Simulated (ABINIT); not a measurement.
Crystal: SnTe.

```
Te Sn
1.0
     0.00000    3.15085    3.15085
     3.15085    0.00000    3.15085
     3.15085    3.15085    0.00000
Te Sn
1 1
Direct
  0.50000 0.50000 0.50000
  0.00000 0.00000 0.00000
```

Base run:

| Item | Value |
| --- | --- |
| Program | ABINIT 10.8.3 (patched build) |
| Functional | AM05 |
| Potentials or basis | JTH PAW PBE v2.0 |
| Cutoff | 707 eV |
| k mesh | 7 × 7 × 7 |
| Occupations | fermi-dirac, width 0.05 eV |
| Spin | no spin polarisation |

Its results: pressure -0.4 GPa.

Problem. After a change of settings the same cell gave: pressure 1.9 GPa. Which change was it?
A. functional from AM05 to WC
B. functional from AM05 to RPBE
C. functional from AM05 to PBE
D. functional from AM05 to LDA

Solution. C.

PBE binds less tightly than AM05, so the same cell stands under more pressure.

Caveats: the PAW data sets were made with another functional, which shifts forces and pressure a little (some runs).
